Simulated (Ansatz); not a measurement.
# SnO: the cost of one run

Method: DFT PBE+D3(BJ), scalar-relativistic, plane waves, PAW, in Ansatz 0.2.0.

9 further runs of the same task are left out: 1 that didn't finish, 8 set aside as unsound or not needed.

## Step 1: Starting point

Symmetry: Pmma, No. 51, orthorhombic system. Conventional cell: a = 3.820 Å, b = 3.820 Å, c = 22.226 Å, α = 90.00°, β = 90.00°, γ = 90.00°. Around Sn (site symmetry mm2) lie 4 O at 2.25 Å. Around O (site symmetry mm2) lie 4 Sn at 2.25 Å.

Coordinates:

```
CELL_PARAMETERS angstrom
3.82016 0.00000 0.00000
0.00000 3.82016 0.00000
0.00000 0.00000 22.22608
ATOMIC_POSITIONS crystal
Sn 0.75000 0.25000 0.20246
O 0.25000 0.25000 0.25562
O 0.75000 0.75000 0.25562
Sn 0.25000 0.75000 0.30878
Sn 0.25000 0.25000 0.47975
O 0.75000 0.25000 0.53291
O 0.25000 0.75000 0.53291
Sn 0.75000 0.75000 0.58607
```

This is the geometry of the first run shown, built on a cell relaxed beforehand with the same method.

## Step 2: The scan

Atoms count from 1 in the order of the input.

The upper layer of a bilayer is slid over the lower one; relaxed at each slide: nothing; the origin of the map has Sn5 above Sn4; the distance between the facing planes is held at 3.80 Å.

The axes are (1) slide of the upper layer along the first cell vector, from Sn5 above Sn4: 8 values from 0.000 to 0.875, periodic; (2) slide of the upper layer along the second cell vector, from Sn5 above Sn4: 8 values from 0.000 to 0.875, periodic.

Nothing else is relaxed. Points are written as (first, second).

The two vectors of the plane (Å): (3.820, 0.000, 0.000); (0.000, 3.820, 0.000).

## Step 3: Grid point (0/8, 4/8) of the map's two axes

The cell repeats along c, and a dipole correction in the vacuum removes the field between the copies.

Contents of input.yaml:

```yaml
crystal:
  lattice:
    - [3.8201634548, 0.0, 0.0]
    - [0.0, 3.8201634548, 0.0]
    - [0.0, 0.0, 22.22608119]
  atoms:
    - { symbol: Sn, position: [0.75, 0.25, 0.2024648413] }
    - { symbol: O, position: [0.25, 0.25, 0.2556240234] }
    - { symbol: O, position: [0.75, 0.75, 0.2556240234] }
    - { symbol: Sn, position: [0.25, 0.75, 0.3087832055] }
    - { symbol: Sn, position: [0.25, 1.25, 0.4797535159] }
    - { symbol: O, position: [-0.25, 1.25, 0.532912698] }
    - { symbol: O, position: [0.25, 1.75, 0.532912698] }
    - { symbol: Sn, position: [-0.25, 1.75, 0.5860718801] }
basis:
  ecutwfc: 420
kpoints:
  mp_grid: { grid: [7, 7, 1] }
hamiltonian:
  xc: pbe
  pseudopotentials: { kind: paw, azcp: { folder: soft_1 } }
  dispersion: d3bj
scf:
  occupations: { method: gaussian, width: 0.05 }
output:
  forces: true
  eigenvalues: true
efield:
  axis: 3
  dipole_correction: true
  ramp_width: 0.04
```

Started as:

```console
ansatz run input.yaml --threads 2 --pin off --max-ram 6144MiB --backend cpu --events-out ev --progress --plain --runs-dir out
```

What time and memory should one allow on 2 threads of Intel Xeon 6975P-C (Granite Rapids), shared host?

About 14 s, with a peak of 0.61 GiB.
